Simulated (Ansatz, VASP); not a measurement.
**GaN in two plane-wave programs**

Aim: how closely do two programs agree when they are given the same cell, functional and k mesh?

Main program and level: Ansatz 0.2.0; plane waves, with VASP 6.6.1 beside it; relaxation of cell and atoms at r2SCAN with rVV10.

The database entry behind the starting cell differs from later determinations by our own check (about 0.3 % short, ideal inner coordinate), so it need not match the best structure at ambient conditions.

**1. The starting structure**

It takes space group P6_3mc (No. 186, hexagonal). The conventional cell has a = 3.180 Å, b = 3.180 Å, c = 5.166 Å, α = 90.00°, β = 90.00°, γ = 120.00°. Nearest to Ga lie 4 N at 1.94 to 1.95 Å. Nearest to N lie 4 Ga at 1.94 to 1.95 Å. Farther neighbours and most contacts between anions are not listed.

**2. VASP: relaxation of cell and atoms, r2SCAN with rVV10**

The relaxed volume is the usual yardstick between codes: its relative difference is about their pressure difference at one cell divided by the bulk modulus.

Lines of VASP's logs that name or quote its potential files are left out, and so is its time.

The input, INCAR:

```
SYSTEM = GaN
PREC = Accurate
ENCUT = 560
EDIFF = 1E-06
NELM = 100
ISMEAR = -1
SIGMA = 0.05
LREAL = .FALSE.
ALGO = Normal
METAGGA = R2SCAN
LUSE_VDW = .TRUE.
IVDW_NL = 2
BPARAM = 11.95
CPARAM = 0.0093
LASPH = .TRUE.
NBANDS = 24
LORBIT = 11
LWAVE = .FALSE.
LCHARG = .FALSE.
KPAR = 4
IBRION = 2
NSW = 60
ISIF = 3
EDIFFG = -0.01
```

The input, POSCAR:

```
GaN
1.0
    3.1800000000      0.0000000000      0.0000000000
   -1.5900000000      2.7539607840      0.0000000000
    0.0000000000      0.0000000000      5.1660000000
Ga N
2 2
Direct
    0.3333333333      0.6666666667      0.0000000000
    0.6666666667      0.3333333333      0.5000000000
    0.3333333333      0.6666666667      0.3750000000
    0.6666666667      0.3333333333      0.8750000000
```

The input, KPOINTS:

```
Automatic mesh
0
Gamma
8 8 5
0 0 0
```

PAW data sets: Ga_d and N (PBE family, release 64).

Command:

```console
> mpirun -np 4 vasp_std
```

Numbers of over 12 decimals in the logs are rounded to 6 here.

Log:

```text
[banner, memory and clock lines left out]
running    4 mpi-ranks, on    1 nodes
 distrk:  each k-point on    1 cores,    4 groups
 distr:  one band on    1 cores,    1 groups

 POSCAR found type information on POSCAR GaN
 POSCAR found :  2 types and       4 ions
|                                                                             |
|               ----> ADVICE to this user running VASP <----                  |
|                                                                             |
|     You have switched on vdW-DFT.                                           |
|     This routine was written and supplied by Jiri Klimes. We recommend      |
|     that you carefully read and cite the following publications:            |
|       J. Klimes, D.R. Bowler, A. Michelides                                 |
|          J. Phys.: Cond Matt. 22 022201 (2010)                              |
|       J. Klimes, D.R. Bowler, A. Michelides                                 |
|          Phys. Rev. B. 83, 195131 (2011)                                    |
|     and references therein.                                                 |
|                                                                             |

|                                                                             |
|               ----> ADVICE to this user running VASP <----                  |
|                                                                             |
|     You enforced a specific xc type in the INCAR file but a different       |
|     [... a line on the potential file left out ...]
|     I HOPE YOU KNOW WHAT YOU ARE DOING!                                     |
|                                                                             |

 LDA part: xc-table for (None), standard interpolation
 POSCAR, INCAR and KPOINTS ok, starting setup
 FFT: planning ... GRIDC
 FFT: planning ... GRID_SOFT
 FFT: planning ... GRID
 WAVECAR not read
 entering main loop
       N       E                     dE             d eps       ncg     rms          rms(c)
Total rVV10 correction in eV:      0.9208373    38.6842481
Total rVV10 correction in eV:      0.9208373    38.6842481
Total rVV10 correction in eV:      0.9208373    38.6842481
Total rVV10 correction in eV:      0.9208373    38.6842481
DAV:   1     0.261656222651E+03    0.26166E+03   -0.19608E+04  1552   0.301E+03
DAV:   2    -0.182819717837E+02   -0.27994E+03   -0.26784E+03  1576   0.544E+02
DAV:   3    -0.515799231453E+02   -0.33298E+02   -0.33033E+02  1736   0.150E+02
DAV:   4    -0.526278663714E+02   -0.10479E+01   -0.10460E+01  1800   0.299E+01
DAV:   5    -0.526456812547E+02   -0.17815E-01   -0.17811E-01  1768   0.346E+00    0.101E+01
Total rVV10 correction in eV:      0.9606167    38.6842476
Total rVV10 correction in eV:      0.9606167    38.6842476
Total rVV10 correction in eV:      0.9606167    38.6842476
Total rVV10 correction in eV:      0.9606167    38.6842476
DAV:   6    -0.426009597636E+02    0.10045E+02   -0.88589E+00  2440   0.552E+01    0.308E+00
Total rVV10 correction in eV:      0.9734889    38.6842476
Total rVV10 correction in eV:      0.9734889    38.6842476
Total rVV10 correction in eV:      0.9734889    38.6842476
Total rVV10 correction in eV:      0.9734889    38.6842476
DAV:   7    -0.428144709363E+02   -0.21351E+00   -0.20557E+00  1640   0.110E+01    0.264E+00
Total rVV10 correction in eV:      0.9793501    38.6842476
Total rVV10 correction in eV:      0.9793501    38.6842476
Total rVV10 correction in eV:      0.9793501    38.6842476
Total rVV10 correction in eV:      0.9793501    38.6842476
DAV:   8    -0.428322226201E+02   -0.17752E-01   -0.10952E-01  2032   0.710E+00    0.730E-01
Total rVV10 correction in eV:      0.9872123    38.6842476
Total rVV10 correction in eV:      0.9872123    38.6842476
Total rVV10 correction in eV:      0.9872123    38.6842476
Total rVV10 correction in eV:      0.9872123    38.6842476
DAV:   9    -0.428288308827E+02    0.33917E-02   -0.44504E-02  2376   0.307E+00    0.158E-01
Total rVV10 correction in eV:      0.9867329    38.6842476
Total rVV10 correction in eV:      0.9867329    38.6842476
Total rVV10 correction in eV:      0.9867329    38.6842476
Total rVV10 correction in eV:      0.9867329    38.6842476
DAV:  10    -0.428290108718E+02   -0.17999E-03   -0.44928E-03  2208   0.780E-01    0.627E-02
Total rVV10 correction in eV:      0.9870824    38.6842476
Total rVV10 correction in eV:      0.9870824    38.6842476
Total rVV10 correction in eV:      0.9870824    38.6842476
Total rVV10 correction in eV:      0.9870824    38.6842476
DAV:  11    -0.428291288819E+02   -0.11801E-03   -0.40229E-04  1576   0.180E-01    0.236E-02
Total rVV10 correction in eV:      0.9873305    38.6842476
[...]
Total rVV10 correction in eV:      0.9909008    38.6842470
DAV:   5    -0.428290025728E+02    0.12858E-04   -0.23236E-04  1856   0.171E-01    0.356E-02
Total rVV10 correction in eV:      0.9909281    38.6842470
Total rVV10 correction in eV:      0.9909281    38.6842470
Total rVV10 correction in eV:      0.9909281    38.6842470
Total rVV10 correction in eV:      0.9909281    38.6842470
DAV:   6    -0.428290050834E+02   -0.25106E-05   -0.13088E-05  1912   0.566E-02    0.404E-03
Total rVV10 correction in eV:      0.9909214    38.6842470
Total rVV10 correction in eV:      0.9909214    38.6842470
Total rVV10 correction in eV:      0.9909214    38.6842470
Total rVV10 correction in eV:      0.9909214    38.6842470
DAV:   7    -0.428290081294E+02   -0.30460E-05   -0.40717E-06  1464   0.338E-02    0.200E-03
Total rVV10 correction in eV:      0.9909220    38.6842470
Total rVV10 correction in eV:      0.9909220    38.6842470
Total rVV10 correction in eV:      0.9909220    38.6842470
Total rVV10 correction in eV:      0.9909220    38.6842470
DAV:   8    -0.428290083219E+02   -0.19255E-06   -0.31924E-07   872   0.585E-03
Total rVV10 correction in eV:      0.9909207    38.6842470
Total rVV10 correction in eV:      0.9909207    38.6842470
Total rVV10 correction in eV:      0.9909207    38.6842470
Total rVV10 correction in eV:      0.9909207    38.6842470
Total rVV10 correction in eV:      0.9909210    38.6842470
Total rVV10 correction in eV:      0.9909210    38.6842470
Total rVV10 correction in eV:      0.9909210    38.6842470
Total rVV10 correction in eV:      0.9909210    38.6842470
   2 F= -.42829008E+02 E0= -.42829008E+02  d E =0.130422E-03
[...]
3 F= -.42831197E+02 E0= -.42831197E+02  d E =-.205857E-02
[...]
4 F= -.42831196E+02 E0= -.42831196E+02  d E =-.205727E-02
 curvature:  -0.27 expect dE=-0.122E-04 dE for cont linesearch -0.146E-06
 ZBRENT: accuracy reached
 trial: gam= 0.01316 g(F)=  0.227E-04 g(S)=  0.234E-04 ort =-0.697E-04 (trialstep = 0.899E+00)
 search vector abs. value=  0.457E-04
 bond charge predicted
       N       E                     dE             d eps       ncg     rms          rms(c)
Total rVV10 correction in eV:      0.9891460    38.6842472
Total rVV10 correction in eV:      0.9891460    38.6842472
Total rVV10 correction in eV:      0.9891460    38.6842472
Total rVV10 correction in eV:      0.9891460    38.6842472
DAV:   1    -0.428312876822E+02   -0.91669E-04   -0.57822E-03  1968   0.917E-01    0.611E-02
Total rVV10 correction in eV:      0.9890015    38.6842472
Total rVV10 correction in eV:      0.9890015    38.6842472
Total rVV10 correction in eV:      0.9890015    38.6842472
Total rVV10 correction in eV:      0.9890015    38.6842472
DAV:   2    -0.428312404651E+02    0.47217E-04   -0.34528E-04  1984   0.320E-01    0.293E-02
Total rVV10 correction in eV:      0.9889275    38.6842472
Total rVV10 correction in eV:      0.9889275    38.6842472
Total rVV10 correction in eV:      0.9889275    38.6842472
Total rVV10 correction in eV:      0.9889275    38.6842472
DAV:   3    -0.428312240899E+02    0.16375E-04   -0.39362E-05  2376   0.133E-01    0.691E-03
Total rVV10 correction in eV:      0.9889278    38.6842472
Total rVV10 correction in eV:      0.9889278    38.6842472
Total rVV10 correction in eV:      0.9889278    38.6842472
Total rVV10 correction in eV:      0.9889278    38.6842472
DAV:   4    -0.428312232426E+02    0.84734E-06   -0.11191E-05  1544   0.289E-02    0.219E-03
Total rVV10 correction in eV:      0.9889281    38.6842472
Total rVV10 correction in eV:      0.9889281    38.6842472
Total rVV10 correction in eV:      0.9889281    38.6842472
Total rVV10 correction in eV:      0.9889281    38.6842472
DAV:   5    -0.428312230470E+02    0.19552E-06   -0.45026E-07   912   0.791E-03
Total rVV10 correction in eV:      0.9889277    38.6842472
Total rVV10 correction in eV:      0.9889277    38.6842472
Total rVV10 correction in eV:      0.9889277    38.6842472
Total rVV10 correction in eV:      0.9889277    38.6842472
Total rVV10 correction in eV:      0.9889263    38.6842472
Total rVV10 correction in eV:      0.9889263    38.6842472
Total rVV10 correction in eV:      0.9889263    38.6842472
Total rVV10 correction in eV:      0.9889263    38.6842472
   5 F= -.42831223E+02 E0= -.42831223E+02  d E =-.270364E-04
 trial-energy change:   -0.000027  1 .order   -0.000019   -0.000041    0.000003
 step:   0.8728(harm=  0.8447)  dis= 0.00053  next Energy=   -42.831223 (dE=-0.271E-04)
 reached required accuracy - stopping structural energy minimisation
```

OUTCAR, selected parts (step 2):

```text
ion  position               nearest neighbor table
   1  0.333  0.667  0.000-   3 1.94   4 1.95   4 1.95   4 1.95
   2  0.667  0.333  0.500-   4 1.94   3 1.95   3 1.95   3 1.95
   3  0.333  0.667  0.375-   1 1.94   2 1.95   2 1.95   2 1.95
   4  0.667  0.333  0.875-   2 1.94   1 1.95   1 1.95   1 1.95

  LATTYP: Found a hexagonal cell.
 ALAT       =     3.1800000000
 C/A-ratio  =     1.6245283019

 Subroutine GETGRP returns: Found 12 space group operations
 (whereof  6 operations were pure point group operations)

The static configuration has the point symmetry C_3v.
 The point group associated with its full space group is C_6v.

 Found     30 irreducible k-points:

   k-points           NKPTS =     30   k-points in BZ     NKDIM =     30   number of bands    NBANDS=     24

   dimension x,y,z NGX =    28 NGY =   28 NGZ =   40
   dimension x,y,z NGXF=    56 NGYF=   56 NGZF=   80

   ENCUT  =  560.0 eV  41.16 Ry    6.42 a.u.   6.14  6.14  9.97*2*pi/ulx,y,z

   NELECT =      36.0000    total number of electrons

 k-points in reciprocal lattice and weights: Automatic mesh
   0.00000000  0.00000000  0.00000000       0.003
   0.12500000  0.00000000  0.00000000       0.019
   0.25000000  0.00000000  0.00000000       0.019
   0.37500000 -0.00000000  0.00000000       0.019
   0.50000000  0.00000000  0.00000000       0.009
   0.12500000  0.12500000  0.00000000       0.019
   0.25000000  0.12500000  0.00000000       0.038
   0.37500000  0.12500000  0.00000000       0.038
   0.25000000  0.25000000  0.00000000       0.019
[...]
0.25000000  0.25000000  0.40000000       0.038
   0.37500000  0.25000000  0.40000000       0.038

 average (electrostatic) potential at core
       1 -68.2017       2 -68.2017       3 -64.9116       4 -64.9116

 E-fermi :   6.1349

 k-point     1 :       0.0000    0.0000    0.0000
  band No.  band energies     occupation
    ...
     14       4.0347      2.00000
     15       4.0347      2.00000
     16       5.0584      2.00000
     17       5.1037      2.00000
     18       5.1037      2.00000
     19       7.4141      0.00000
     20       9.9088      0.00000
     21      15.0162      0.00000
     22      15.6846      0.00000
     23      15.6847      0.00000
    ...

 k-point     2 :       0.1250    0.0000    0.0000
  band No.  band energies     occupation
    ...
     14       2.9638      2.00000
     15       3.7140      2.00000
     16       3.9423      2.00000
     17       4.8975      2.00000
     18       4.9604      2.00000
     19       8.4668      0.00000
     20      10.7919      0.00000
     21      14.3741      0.00000
     22      14.9102      0.00000
     23      16.0854      0.00000
    ...

 k-point     3 :       0.2500    0.0000    0.0000
  band No.  band energies     occupation
    ...
     14       1.0059      2.00000
     15       2.1707      2.00000
     16       3.0493      2.00000
     17       4.3706      2.00000
     18       4.5897      2.00000
     19       9.8571      0.00000
     20      11.6203      0.00000
     21      13.0244      0.00000
     22      14.2825      0.00000
     23      16.0089      0.00000
    ...

  Total        0.0322619      0.0322619     -0.0074767      0.0000000      0.0000000      0.0000000
  in kB        1.1378138      1.1378138     -0.2636883      0.0000000      0.0000000      0.0000000
  external PRESSURE =       0.6706464 kB  Pullay stress =       0.0000000 kB

  energy-cutoff  :      560.00
  volume of cell :       45.43
      direct lattice vectors                 reciprocal lattice vectors
     3.180891304  0.000000000  0.000000000     0.314377294  0.181505815  0.000000000
    -1.590445652  2.754732676 -0.000000000     0.000000000  0.363011630  0.000000000
    -0.000000000  0.000000000  5.184432437    -0.000000000 -0.000000000  0.192885145

 POSITION                                       TOTAL-FORCE (eV/Angst)
 -----------------------------------------------------------------------------------
     -0.00000      1.83649      5.18068        -0.000000      0.000000     -0.000406
      1.59045      0.91824      2.58846         0.000000      0.000000     -0.000406
     -0.00000      1.83649      1.94792        -0.000000      0.000000      0.000406
      1.59045      0.91824      4.54013        -0.000000     -0.000000      0.000406
 -----------------------------------------------------------------------------------
    total drift:                                0.000001      0.000001      0.048070

  FREE ENERGIE OF THE ION-ELECTRON SYSTEM (eV)
  ---------------------------------------------------
  free  energy   TOTEN  =       -42.8312230470 eV

  energy  without entropy=      -42.8312230470  energy(sigma->0) =      -42.83122305

 reached required accuracy - stopping structural energy minimisation

 total charge
# of ion       s       p       d       tot
------------------------------------------
    1        0.755   0.883  10.194  11.833
    2        0.755   0.883  10.194  11.833
    3        1.230   2.549   0.000   3.778
    4        1.230   2.549   0.000   3.778
--------------------------------------------------
tot          3.968   6.864  20.389  31.221

[... 3 further parts left out ...]
```

The run keeps the 12 symmetry operations of its start, so it cannot find a distortion of lower symmetry.

[end of part 1 of 2]

[Lines on the potential files, build, host, timing and source positions are cut from VASP's logs without a mark.]

[Logs are printed without paths, hosts, clocks, repeated set-up lines and the standing remarks that a program may print on its own settings, such as how far it seeks lower states.]

[Hosts, paths, dates, database ids (printed as entryN), source tags and the programs' standing remarks are cut or masked in the printed files.]
